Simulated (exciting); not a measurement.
Input of an exciting (release sodium) run:

Contents of input.xml:

```xml
<input>
  <title>MgS</title>
  <structure speciespath="./" tshift="false">
    <crystal scale="1">
      <basevect>0.000000000000 5.353820966639 5.353820966639</basevect>
      <basevect>5.353820966639 0.000000000000 5.353820966639</basevect>
      <basevect>5.353820966639 5.353820966639 0.000000000000</basevect>
    </crystal>
    <species speciesfile="S.xml" rmt="1.9">
      <atom coord="0.250000000000 0.250000000000 0.250000000000"/>
    </species>
    <species speciesfile="Mg.xml" rmt="2">
      <atom coord="0.000000000000 0.000000000000 0.000000000000"/>
    </species>
  </structure>
  <groundstate do="fromscratch" ngridk="8 8 8" rgkmax="7.5" gmaxvr="14" lmaxapw="10" lmaxmat="10" lmaxvr="8" xctype="LDA_PW" stype="Gaussian" swidth="0.00073499" nempty="10" ValenceRelativity="iora*" epsengy="1e-05" epspot="1e-05" maxscl="60" tforce="true" outputlevel="normal"/>
</input>
```

Potentials or basis: all-electron LAPW+lo, shipped species files, valence relativity iora*.

The run is started by

```sh
$ OMP_NUM_THREADS=1 exciting_smp
```

**Question.** What does it give for the band gap on the k mesh?

**Answer.** 3.17 eV, direct.

A k mesh can miss the band edges. Expect the measured gap to be larger: semilocal functionals such as LDA lack the derivative discontinuity.
